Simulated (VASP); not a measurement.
# MgO (Fm-3m) in VASP: notebook

One crystal, MgO, is run at these levels: LDA; tasks: single point.

Everything below comes from runs of VASP 6.6.1. Logs are shortened: lines on timing, memory, paths and dates and some standing lists are left out, and cuts for length are marked.

### 1 The structure

It takes space group Fm-3m (No. 225, cubic). The conventional cell has a = 4.194 Å, b = 4.194 Å, c = 4.194 Å, α = 90.00°, β = 90.00°, γ = 90.00°. Around Mg (site symmetry m-3m) lie 6 O at 2.10 Å. O (site symmetry m-3m) is surrounded by 6 Mg at 2.10 Å.

The cell is a database's computed one.

### 2 Single point, LDA

Input file INCAR:

```
PREC = Accurate
ENCUT = 350
EDIFF = 1E-7
ISMEAR = 0
SIGMA = 0.05
LREAL = False
LASPH = True
NELM = 100
ALGO = Normal
ISIF = 2
LWAVE = False
LCHARG = False
GGA = CA
NBANDS = 11
ADDGRID = False
```

Input file KPOINTS:

```
regular mesh
0
Gamma
  2 2 2
```

Input file POSCAR:

```
MgO
1.0
    0.0000000000      2.0970013927      2.0970013927
    2.0970013927      0.0000000000      2.0970013927
    2.0970013927      2.0970013927      0.0000000000
Mg O
1 1
Direct
   -0.0111690000     -0.0083340000      0.0019910000
    0.5083620000      0.4891820000      0.5308490000
```

Potentials or basis: VASP PAW LDA potentials, release 64 (Mg, O).

Launch:

```bash
> cat potpaw_LDA.64/Mg/POTCAR potpaw_LDA.64/O/POTCAR > POTCAR
> mpirun -np 1 vasp_std > vasp.out
```

OUTCAR:

```text
PREC = Accurate
   ENCUT = 350
   EDIFF = 1E-7
   ISMEAR = 0
   LREAL = False
   LASPH = True
   NELM = 100
   ISIF = 2
   GGA = CA

 Found      8 irreducible k-points:

 Following reciprocal coordinates:
            Coordinates               Weight
  0.000000  0.000000  0.000000      1.000000
  0.500000  0.000000  0.000000      1.000000
  0.000000  0.500000  0.000000      1.000000
  0.000000  0.000000  0.500000      1.000000
  0.500000  0.500000  0.500000      1.000000
  0.500000  0.500000  0.000000      1.000000
   k-points           NKPTS =      8   k-points in BZ     NKDIM =      8   number of bands    NBANDS=     11
   number of dos      NEDOS =    301   number of ions     NIONS =      2
   total plane-waves  NPLWV =   5832
   dimension x,y,z NGX =    18 NGY =   18 NGZ =   18
   dimension x,y,z NGXF=    36 NGYF=   36 NGZF=   36
   ions per type =               1   1
   NGX,Y,Z   is equivalent  to a cutoff of  10.09, 10.09, 10.09 a.u.
   NGXF,Y,Z  is equivalent  to a cutoff of  20.18, 20.18, 20.18 a.u.
 SYSTEM =  unknown system
   PREC   = accura    normal or accurate (medium, high low for compatibility)
   ISTART =      0    job   : 0-new  1-cont  2-samecut
   ICHARG =      2    charge: 1-file 2-atom 10-const
   ISPIN  =      1    spin polarized calculation?
   LNONCOLLINEAR =      F non collinear calculations
   LSORBIT =      F    spin-orbit coupling
   LASPH  =      T    aspherical Exc in radial PAW
   ENCUT  =  350.0 eV  25.72 Ry    5.07 a.u.   4.52  4.52  4.52*2*pi/ulx,y,z
   NELM   =    100;   NELMIN=  2; NELMDL= -5     # of ELM steps
   EDIFF  = 0.1E-06   stopping-criterion for ELM
   LREAL  =      F    real-space projection
   EDIFFG = 0.1E-05   stopping-criterion for IOM
   NSW    =      0    number of steps for IOM
   IBRION =     -1    ionic relax: 0-MD 1-quasi-New 2-CG
   NFREE  =      0    steps in history (QN), initial steepest desc. (CG)
   ISIF   =      2    stress and relaxation
   ISYM   =      2    0-nonsym 1-usesym 2-fastsym
   POTIM  = 0.5000    time-step for ionic-motion
   TEBEG  =    0.0;   TEEND  =   0.0 temperature during run
   PSTRESS=    0.0 pullay stress
   NELECT =       8.0000    total number of electrons
   NUPDOWN=      -1.0000    fix difference up-down
   EMIN   =  10.00;   EMAX   =-10.00  energy-range for DOS
   EFERMI =   0.00;   METHOD = LEGACY
   ISMEAR =     0;   SIGMA  =   0.05  broadening in eV -4-tet -1-fermi 0-gaus
   EFERMI_NEDOS =   21; number of points for ismear=-14 and -15
   IALGO  =     38    algorithm
   IMIX   =      4    mixing-type and parameters
     AMIX     =   0.40;   BMIX     =  1.00
     AMIX_MAG =   1.60;   BMIX_MAG =  1.00
  volume/ion in A,a.u.               =       9.22        62.23
  Fermi-wavevector in a.u.,A,eV,Ry     =   1.239261  2.341864 20.895389  1.535768
  Thomas-Fermi vector in A             =   2.373752
   LORBIT       =      0    0 simple, 1 ext, 2 COOP (PROOUT), +10 PAW based schemes
   GGA     = CA    functional components
   LHFCALC =     F    Hartree Fock is set to
   AEXX    =    0.0000 exact exchange contribution
   IVDW    =     0    specifies the selected vdW correction
   LEPSILON=     F    determine dielectric tensor
   LRPA    =     F    only Hartree local field effects (RPA)
 non-spin polarized calculation
 Gauss-broadening in eV      SIGMA  =   0.05
  energy-cutoff  :      350.00
  volume of cell :       18.44
 maximum number of plane-waves:       283
   NGX =  9   NGY =  9   NGZ =  9

 number of electron       7.9999997 magnetization

 Free energy of the ion-electron system (eV)
  ---------------------------------------------------
  ext. energy  EPLUGINS =         0.00000000
  ---------------------------------------------------
  free energy    TOTEN  =       -12.51735739 eV

  energy without entropy =      -12.51735739  energy(sigma->0) =      -12.51735739

 E-fermi :   3.6752     XC(G=0): -11.5829

 val. band max:        3.4144335617   @ k =   0.0000   0.0000   0.0000
 cond. band min:       7.8893419297   @ k =   0.0000   0.0000   0.0000
 fundamental gap:      4.4749083681
 Fermi energy:         3.6751973208

 k-point     1 :       0.0000    0.0000    0.0000
  band No.  band energies     occupation
      1     -13.7371      2.00000
      2       3.3883      2.00000
      3       3.4025      2.00000
      4       3.4144      2.00000
      5       7.8893      0.00000
      6      18.6172      0.00000
      7      18.6564      0.00000
      8      18.7089      0.00000
      9      22.6367      0.00000
     10      24.3578      0.00000
     11      24.3747      0.00000

 k-point     2 :       0.5000    0.0000    0.0000
  band No.  band energies     occupation
      1     -12.3022      2.00000
      2      -1.5307      2.00000
      3       2.7037      2.00000
      4       2.7311      2.00000
      5      10.8609      0.00000
      6      15.8291      0.00000
      7      19.0883      0.00000
      8      19.2072      0.00000
      9      23.6655      0.00000
     10      25.5170      0.00000
     11      25.5726      0.00000

 k-point     3 :       0.0000    0.5000    0.0000
  band No.  band energies     occupation
      1     -12.3024      2.00000
      2      -1.5307      2.00000
      3       2.7120      2.00000
      4       2.7312      2.00000
      5      10.8524      0.00000
      6      15.8162      0.00000
      7      19.0843      0.00000
      8      19.2168      0.00000
      9      23.6605      0.00000
     10      25.5179      0.00000
     11      25.5867      0.00000

 k-point     4 :       0.0000    0.0000    0.5000
  band No.  band energies     occupation
      1     -12.3019      2.00000
      2      -1.5307      2.00000
      3       2.6967      2.00000
      4       2.7278      2.00000
      5      10.8711      0.00000
      6      15.8449      0.00000
      7      19.0926      0.00000
      8      19.1957      0.00000
      9      23.6712      0.00000
     10      25.5125      0.00000
     11      25.5592      0.00000

 k-point     5 :       0.5000    0.5000    0.5000
  band No.  band energies     occupation
      1     -12.3011      2.00000
      2      -1.5305      2.00000
      3       2.6907      2.00000
      4       2.7050      2.00000
      5      10.9000      0.00000
      6      15.8920      0.00000
      7      19.1244      0.00000
      8      19.1410      0.00000
      9      23.6852      0.00000
     10      25.5068      0.00000
     11      25.5166      0.00000

 k-point     6 :       0.5000    0.5000    0.0000
  band No.  band energies     occupation
      1     -12.0019      2.00000
      2      -0.9534      2.00000
      3       1.9720      2.00000
      4       1.9898      2.00000
      5      11.9604      0.00000
      6      12.7571      0.00000
      7      16.4360      0.00000
      8      22.0206      0.00000
      9      22.1927      0.00000
     10      28.4400      0.00000
     11      29.9849      0.00000

 [... further k-points ...]

------------------------ aborting loop because EDIFF is reached ----------------------------------------

  FORCE on cell =-STRESS in cart. coord.  units (eV):
  Direction    XX          YY          ZZ          XY          YZ          ZX
  --------------------------------------------------------------------------------------
  -------------------------------------------------------------------------------------
  Total       -1.9800373     -1.6891055     -2.0498179     -0.0236616     -0.0149940     -0.0074513
  in kB     -172.0116289   -146.7375298   -178.0736700     -2.0555509     -1.3025693     -0.6473134
  external PRESSURE =    -165.6076096 kB  Pullay stress =       0.0000000 kB

 VOLUME and BASIS-vectors are now :
 -----------------------------------------------------------------------------
  energy-cutoff  :      350.00
  volume of cell :       18.44
      direct lattice vectors                 reciprocal lattice vectors
     0.000000000  2.097001393  2.097001393    -0.238435702  0.238435702  0.238435702
     2.097001393  0.000000000  2.097001393     0.238435702 -0.238435702  0.238435702
     2.097001393  2.097001393  0.000000000     0.238435702  0.238435702 -0.238435702

 POSITION                                       TOTAL-FORCE (eV/Angst)
 -----------------------------------------------------------------------------------
      2.08370      2.07776      4.15310         0.244171      0.492621      0.153996
      2.13901      2.17923      2.09185        -0.244171     -0.492621     -0.153996
 -----------------------------------------------------------------------------------
    total drift:                               -0.000028      0.000370      0.000112

  FREE ENERGIE OF THE ION-ELECTRON SYSTEM (eV)
  ---------------------------------------------------
  free  energy   TOTEN  =       -12.5173573904 eV

  energy  without entropy=      -12.5173573904  energy(sigma->0) =      -12.51735739
```

Run time: 2.1 s. Hardware: 1 thread of AMD EPYC 9R45 (Zen 5), shared host; peak memory 0.08 GiB.

The run converged, but a check on its numbers failed (symmetry, net force, bounds or a known fault of this set-up), so they aren't taken as properties of the crystal.

Caveat: the k mesh is coarse (spacing up to 1.30 Å⁻¹), so the values aren't converged; the cutoff lies under the usual one of these potentials, so the numbers hold a large basis-set error.

### 3 Single point, LDA

Changes to INCAR since step 2:

```diff
@@ -1,3 +1,3 @@
 PREC = Accurate
-ENCUT = 350
+ENCUT = 400
 EDIFF = 1E-7
```

KPOINTS is that of step 2.

Input file POSCAR:

```
MgO
1.0
    0.0000000000      2.0970013927      2.0970013927
    2.0970013927      0.0000000000      2.0970013927
    2.0970013927      2.0970013927      0.0000000000
Mg O
1 1
Direct
    0.0000000000      0.0000000000      0.0000000000
    0.5000000000      0.5000000000      0.5000000000
```

Potentials or basis: VASP PAW LDA potentials, release 64 (Mg, O).

Launch:

```bash
> cat potpaw_LDA.64/Mg/POTCAR potpaw_LDA.64/O/POTCAR > POTCAR
> mpirun -np 1 vasp_std > vasp.out
```

It took 1.9 s on 1 thread of AMD EPYC 9R45 (Zen 5), shared host; peak memory 0.08 GiB.

These settings aren't checked as converged: the numbers below hold their error.

Results:

```
Free energy            : -12.5605 eV
Band gap on the k mesh : 4.47 eV, direct
```

Caveat: the k mesh is coarse (spacing up to 1.30 Å⁻¹), so the values aren't converged; the cutoff is under 1.25 times the usual one of these potentials, so pressure, stress and relaxed cells hold a basis-set (Pulay) error.

### 4 Single point, LDA

INCAR is that of step 3.

KPOINTS is that of step 3.

Input file POSCAR:

```
MgO
1.0
    0.0000000000      2.0970013927      2.0970013927
    2.0970013927      0.0000000000      2.0970013927
    2.0970013927      2.0970013927      0.0000000000
Mg O
1 1
Direct
   -0.0111690000     -0.0083340000      0.0019910000
    0.5083620000      0.4891820000      0.5308490000
```

Launch:

```bash
> cat potpaw_LDA.64/Mg/POTCAR potpaw_LDA.64/O/POTCAR > POTCAR
> mpirun -np 1 vasp_std > vasp.out
```

It took 2.3 s on 1 thread of AMD EPYC 9R45 (Zen 5), shared host; peak memory 0.08 GiB.

The run converged, but some of its settings lie outside the range that counts as converged, so its numbers aren't taken as properties of the crystal.

Results:

```
Free energy            : -12.5273 eV
Largest force          : 0.563 eV/Å
Band gap on the k mesh : 4.46 eV, direct
```

Caveat: the k mesh is coarse (spacing up to 1.30 Å⁻¹), so the values aren't converged; the cutoff is under 1.25 times the usual one of these potentials, so pressure, stress and relaxed cells hold a basis-set (Pulay) error.

### 5 For comparison

An earlier run on the cell as given: functional PBE; potentials or basis VASP PAW PBE potentials, release 64 (Mg, O); cutoff 520 eV; k mesh 11 × 11 × 11; occupations fermi-dirac, width 0.05 eV; no spin polarisation.

* Pressure: 6.2 GPa
* Band gap on the k mesh: 4.85 eV, direct
